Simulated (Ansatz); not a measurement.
# CH4N2O: an energy map over angle O4–C2–N3 and angle H7–N3–C2

A grid of calculations on CH₄N₂O, SMILES NC(N)=O, to see where the energy is lowest and how it rises around there.

Computed with Ansatz 0.2.0. Level: RKS r2SCAN-D4/def2-TZVP.

## Step 1: Starting geometry

8 atoms, charge 0, spin multiplicity 1.

Atoms are counted from 1 here; the program's logs count them from 0.

Bond lengths: N1–C2 1.393 Å, N1–H5 1.021 Å, N1–H6 1.022 Å, C2–N3 1.393 Å, C2–O4 1.226 Å, N3–H7 1.021 Å, N3–H8 1.022 Å. Angles: C2–N1–H5 113.1°, C2–N1–H6 118.5°, H5–N1–H6 114.5°, N1–C2–N3 113.8°, N1–C2–O4 123.1°, N3–C2–O4 123.1°, C2–N3–H7 113.1°, C2–N3–H8 118.5°, H7–N3–H8 114.5°.

As a file:

```mol
CH4N2O
  3D, bonds by distance, orders not assigned

  8  7  0  0  0  0  0  0  0  0999 V2000
   -0.0746    1.1586   -0.2458 N   0  0
   -0.2338   -0.2159   -0.4035 C   0  0
    0.3375   -0.9688    0.6193 N   0  0
   -0.8224   -0.7168   -1.3549 O   0  0
   -0.6647    1.7043   -0.8752 H   0  0
   -0.0024    1.5361    0.7008 H   0  0
    0.4002   -1.9632    0.3969 H   0  0
    1.1522   -0.5914    1.1067 H   0  0
  1  2  8  0
  1  5  8  0
  1  6  8  0
  2  3  8  0
  2  4  8  0
  3  7  8  0
  3  8  8  0
M  END
```

This geometry comes from a loose relaxation at PBE in a small basis, which is not shown.

## Step 3: Setting up the map

First coordinate, angle O4–C2–N3: 9 values from 88.0 to 158.0 °. Second coordinate, angle H7–N3–C2: 9 values from 78.1 to 148.1 °.

Nothing else is relaxed (all other coordinates rigid). Energies count from the relaxed molecule at the same level.

(The set-up runs are not shown.)

## Step 4: Point angle O4–C2–N3 = 123.0°, angle H7–N3–C2 = 113.1°

Contents of input.yaml:

```yaml
crystal:
  periodic: [false, false, false]
  atoms:
    - { symbol: "N", position_ang: [-0.073226, 1.150124, -0.246497] }
    - { symbol: C, position_ang: [-0.231957, -0.214328, -0.400493] }
    - { symbol: "N", position_ang: [0.332804, -0.963109, 0.614897] }
    - { symbol: O, position_ang: [-0.815641, -0.711568, -1.343861] }
    - { symbol: H, position_ang: [-0.663134, 1.688739, -0.860578] }
    - { symbol: H, position_ang: [0.010273, 1.515831, 0.689137] }
    - { symbol: H, position_ang: [0.404258, -1.942837, 0.390805] }
    - { symbol: H, position_ang: [1.128715, -0.580375, 1.100867] }
basis:
  gaussian: { orbitals: def2-TZVP }
hamiltonian:
  xc: r2scan
  dispersion: d4
output:
  forces: true
```

Command:

```bash
$ ansatz run input.yaml --threads 1 --pin off --max-ram 2560MiB --backend cpu --events-out ev --progress --plain --runs-dir out
```

Further runs follow: the other points that were computed.

What does the calculation give? Wanted: lowest point; highest computed point; largest force on an atom.

The runs gave:

| quantity | value |
| --- | --- |
| lowest point | angle O4–C2–N3 = 123.0°, angle H7–N3–C2 = 113.1°, 0 kJ/mol |
| highest computed point | angle O4–C2–N3 = 88.0°, angle H7–N3–C2 = 78.1°, 482 kJ/mol above the lowest |
| largest force on an atom (eV/Å) | 0.0 at angle O4–C2–N3 = 123.0°, angle H7–N3–C2 = 113.1° to 16.0 at angle O4–C2–N3 = 88.0°, angle H7–N3–C2 = 78.1°; 0.0 at the lowest point |
| time for the whole task | 7.9 min on 1 thread, shared host |

The lowest computed point is at angle O4–C2–N3 = 123.0°, angle H7–N3–C2 = 113.1°, 0 kJ/mol from the relaxed molecule at the same level. The grid shows no other well, apart from its symmetry copies. The highest computed point, angle O4–C2–N3 = 88.0°, angle H7–N3–C2 = 78.1°, lies 482 kJ/mol above the lowest. Round the minimum the two coordinates are nearly uncoupled.
